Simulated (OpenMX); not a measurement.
Crystal: SnSe2.

```
CELL_PARAMETERS angstrom
3.81100 0.00000 0.00000
-1.90550 3.30042 0.00000
0.00000 0.00000 6.13600
ATOMIC_POSITIONS crystal
Sn 0.00000 0.00000 0.00000
Se 0.66667 0.33333 0.75100
Se 0.33333 0.66667 0.24900
```

Base run:

```yaml
Program: OpenMX 3.8.5
Functional: PBE
Potentials_or_basis: OpenMX 2013 PBE set, Sn7.0-s3p2d1, Se7.0-s3p2d1, grid cutoff 500 Ry
k_mesh: 9 × 9 × 5
Occupations: fermi-dirac, width 0.05 eV
Spin: no spin polarisation
```

Its results: band gap on the k mesh 0.78 eV, indirect (least direct gap 1.18 eV); pressure 7.4 GPa; largest force 1.195 eV/Å.

Q: The run is repeated on the same cell with these changes: potentials or basis from OpenMX 2013 PBE set, Sn7.0-s3p2d1, Se7.0-s3p2d1, grid cutoff 500 Ry to OpenMX 2013 PBE set, Sn7.0-s3p2d2f1, Se7.0-s3p2d2f1, grid cutoff 500 Ry. What comes out?

A: Band gap on the k mesh 0.63 eV, indirect (least direct gap 1.14 eV); pressure 6.3 GPa; largest force 1.024 eV/Å.

Caveats: spin-orbit coupling is left out, which moves the levels of the heavy elements; this functional lacks dispersion, which binds the layers, so the pressure and a relaxed spacing across them are unreliable; the basis of atomic orbitals isn't converged, which shifts pressures, moduli and gaps; forces of over 1 eV/Å show positions far from the minimum, so gaps and moduli don't describe the material at rest.

Not every run made on this cell is shown here.
